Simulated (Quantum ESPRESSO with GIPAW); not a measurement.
# Response of the ¹⁵N and ¹¹B NMR shieldings of cubic BN (F-43m) to isotropic strain, from GIPAW with PBEsol

Cubic boron nitride serves in hard coatings and is a candidate for heat spreaders and wide-gap electronics, and both films and pressed compacts retain stress after growth. NMR offers a local measure of that stress if the displacement of a line can be converted into a strain. The part of this conversion that does not depend on the shape of the sample is calculated here for both nuclei, with equal strain along all axes from −2 % to +2 %, measured from the starting cell. Shieldings are absolute and exclude the macroscopic shape term, which comes from the magnetisation of the sample as a whole. A fall in shielding raises the chemical shift by the same amount; a measured line also contains any change in the shape term. The question is how steep the response is for each nucleus, and what strain a given displacement would reveal.

## Method

One crystal, BN (F-43m) (known phase), strained from its starting cell (the cell of the entry); all shielding runs share files, cutoffs and k divisions. Shieldings by GIPAW with PBEsol in Quantum ESPRESSO with gipaw.x (a patched development version 8.0), plane-wave PAW files from pslibrary 1.0.0 recipes, scalar-relativistic cores, no spin-orbit coupling, no spin; in these runs cutoffs 55 Ry, k spacing 0.34 Å⁻¹ (2π included) or finer. The macroscopic shape term was treated afterwards and alike for all rows, whichever way its switch stood in a run: any printed term was subtracted, and where a column says so that of a sphere was added from the printed susceptibility. Static atoms. The first shell of a cation holds the anions within 1.2 times its shortest bond (1.3 for large cations, and wider where that leaves a large cation fewer than four or five); that of an anion holds the cations whose shells include it; covalently bonded atoms count in both. k meshes of the tabled runs: 9×9×9. The same in all rows: atomic positions in the strained cell: fractional positions of the starting cell.

Notes on method and selection:

- Shielding and shift run in opposite directions: δ ≈ σ(reference) − σ.
- Static lattice: no motional averaging.
- Of the rows, the total energy is lowest at +0 % strain; zero strain is the starting cell.
- These shielding methods need a band gap: all members are semiconductors or insulators at this level. The paramagnetic part grows as the gap narrows, and semilocal functionals make gaps too small. Runs that missed the f-sum rule by more than 0.015 electrons for each three atoms, or whose printed susceptibility was strongly positive, were left out.
- Runs that did not converge, have known faults or may not be shown are not listed, and runs on Ansatz's PAW sets soft_1 and soft_2 are kept to separate tables.

Columns:

- strain (%): linear strain, positive for tension: equal strain along all axes.
- bond length (Å): mean distance from N to its first shell.
- σ(15N) (ppm): isotropic 15N shielding (bound to B4, atom 1 of the cell), absolute scale, with the macroscopic shape term taken out.
- σ(11B) (ppm): the same for 11B (BN4, atom 2).

## Numbers

| member | strain (%) | bond length (Å) | σ(15N) (ppm) | σ(11B) (ppm) |
| --- | --- | --- | --- | --- |
| −2 % | −2.0 | 1.5340 | 205.38 | 85.72 |
| −1.5 % | −1.5 | 1.5419 | 202.37 | 85.08 |
| −1 % | −1.0 | 1.5497 | 199.32 | 84.42 |
| unstrained | 0.0 | 1.5653 | 193.07 | 83.12 |
| +0.5 % | 0.5 | 1.5732 | 189.88 | 82.46 |
| +1 % | 1.0 | 1.5810 | 186.63 | 81.79 |
| +2 % | 2.0 | 1.5966 | 179.98 | 80.45 |

Least-squares fits to the whole series, with x = strain (%); R² and errors in the fitted variable (y, or ln y where the fit is in ln y):

| y | members | fit | R² | rms residual | leave-one-out rms | the same for the mean of the others |
| --- | --- | --- | --- | --- | --- | --- |
| σ(15N) (ppm) | 7 | y = 192.9 − 6.336 x | 1.00 | 0.15 | 0.26 | 9.8 |
| σ(11B) (ppm) | 7 | y = 83.103 − 1.3165 x | 1.00 | 0.013 | 0.022 | 2.0 |

## What drives the series

Both shieldings fall from each row to the next as the crystal is stretched. The fitted slopes are −6.336 ppm per % strain for ¹⁵N and −1.3165 ppm per % for ¹¹B, so nitrogen responds more strongly by a factor of 6.336 / 1.3165 = 4.8 as long as the shape term is left out. For ¹⁵N the leave-one-out error of the straight line is 0.26 ppm, against 9.8 ppm for the mean of the other rows; for ¹¹B the two figures are 0.022 and 2.0 ppm. In terms of bond length, the ¹⁵N shielding changes by (179.98 − 205.38) / (1.5966 − 1.5340) = −406 ppm per Å over the whole series.

The structural cause is simple. Each atom keeps its tetrahedral site under isotropic strain, so no internal coordinate can relax and the B–N distance scales with the cell. The core contribution to each shielding is the same in all rows, which leaves the valence electrons to carry the change. For ¹⁵N most of the fall under tension comes from the paramagnetic augmentation part, which describes currents close to the nucleus, and a smaller share from the bare part. For ¹¹B the bare part changes most.

The sign agrees with the usual estimate of the paramagnetic term, σ(para) ∝ −⟨r⁻³⟩ / ΔE, where ⟨r⁻³⟩ refers to the valence p electrons and ΔE is a mean excitation energy between occupied and empty states. Longer bonds mean weaker overlap and a smaller bonding–antibonding splitting. ΔE then falls, the negative term grows and the nucleus is deshielded.

The larger response of nitrogen is plausible on the same grounds: the polar bond places more of the valence p density on N, and the 2p shell of N is more compact than that of B, which raises ⟨r⁻³⟩. Neither ΔE nor ⟨r⁻³⟩ is tabulated, so this explanation rests on the general formula.

## Exceptions

Largest departures from the fit to the whole series:

| member | σ(15N) (ppm) | fit | computed − fit | in rms residuals |
| --- | --- | --- | --- | --- |
| +2 % | 179.98 | 180.23 | −0.25 | 1.6 |
| −2 % | 205.38 | 205.57 | −0.19 | 1.3 |
| unstrained | 193.07 | 192.90 | +0.17 | 1.1 |
| +0.5 % | 189.88 | 189.73 | +0.15 | 1.0 |

The largest departures of ¹⁵N from the straight line are −0.25 ppm at +2 %, −0.19 ppm at −2 % and +0.17 ppm for the unstrained crystal. Both ends lie below the line and the middle lies above it, which is the mark of a smooth curvature and not of a faulty run. The mean slope is (193.07 − 205.38) / 2 = −6.16 ppm per % on the compressed side and (179.98 − 193.07) / 2 = −6.55 ppm per % on the stretched side.

A parabola through the rows at −2, 0 and +2 % takes this up. Its linear coefficient is (179.98 − 205.38) / 4 = −6.35 ppm per %, and its quadratic coefficient is (179.98 + 205.38 − 2 × 193.07) / 8 = −0.0975 ppm per %²:

σ(¹⁵N) = 193.07 − 6.35 x − 0.0975 x², with x in % and σ in ppm.

It reproduces the four rows not used to set it within 0.01 ppm. A steepening under tension is what a term in 1/ΔE would give if ΔE fell steadily with strain, though other contributions may share in it.

For ¹¹B the rms residual of the straight line is 0.013 ppm, close to the last printed digit, and the line suffices.

## Problems

**What strain corresponds to a displacement of 1 ppm?**
For a displacement corrected for the shape term it is 1 / 6.336 = 0.16 % for ¹⁵N and 1 / 1.3165 = 0.76 % for ¹¹B. An uncorrected line from a sphere, or from a powder under magic-angle spinning, needs a steeper slope: the susceptibilities from the runs show that the term of a sphere falls under tension, by the same amount for both nuclei. This matters little for ¹⁵N but markedly for ¹¹B, where 1 ppm then stands for clearly less strain than 0.76 %. Nitrogen is the more sensitive gauge, but ¹⁵N makes up well under 1 % of natural nitrogen, so enrichment or long acquisition may be needed. ¹¹B is the abundant isotope of boron.

**A ¹⁵N line lies 5.0 ppm higher in shift than that of an unstrained sample. What isotropic strain would explain it?**
A higher shift means a lower shielding, hence tension. The 5.0 ppm are taken here as already corrected for the shape term. The straight-line slope gives 5.0 / 6.336 = 0.79 %. The parabola gives 0.78 %, since 6.35 × 0.78 + 0.0975 × 0.78² = 5.01 ppm. The ¹¹B line, corrected likewise, should then have moved the same way by 1.3165 × 0.78 = 1.03 ppm. A clearly different ratio between the corrected displacements would point to another cause, such as defects, a second phase or a referencing error. Uncorrected displacements do not allow this test: in a sphere or a spun powder, strain alone brings their ratio below the calculated one. The difference between the ¹⁵N and ¹¹B displacements of one such sample is free of the shape term, and on the straight lines it grows by 6.336 − 1.3165 = 5.02 ppm per % strain.

**How much line broadening would a spread of strain from −0.1 % to +0.1 % produce?**
The full spread is 0.2 %. Without the shape term it covers 0.2 × 6.336 = 1.27 ppm for ¹⁵N and 0.2 × 1.3165 = 0.26 ppm for ¹¹B. Differences in magnetisation between the strained regions can alter both widths, in proportion more for ¹¹B. If the other sources of width exceed these values, such a distribution would be hard to recognise from the line shape.

## Conclusions

Between −2 % and +2 % isotropic strain, tension lowers both shieldings, and a straight line is adequate for ¹¹B and nearly so for ¹⁵N. Displacements between samples are safer to use than absolute shieldings, because errors common to both largely cancel. The shape term does not cancel, since it changes with strain. It has to be corrected for before these slopes are applied to measured lines, above all for ¹¹B.

PBEsol makes the gap too small, which exaggerates the paramagnetic term: the shieldings are expected to be too low and the slopes probably somewhat too steep, which by itself would make a strain read from a displacement too small. If the line of a sphere or a spun powder is used without correction for the shape term, the error from that source has the opposite sign: the slopes are too shallow for such a line, and the strain comes out too large. Which of the two errors prevails is not settled here, so no direction can be given for the net error of an uncorrected reading. Lattice motion, absent here, usually lowers shieldings further, and samples should therefore be compared at the same temperature.

The slopes apply to isotropic strain and to displacements corrected for the shape term, which in a film at rest also depends on its orientation in the field. A film clamped to a substrate is strained biaxially, which breaks the tetrahedral site symmetry and gives ¹¹B a quadrupolar coupling, a separate and often more telling sign of strain.
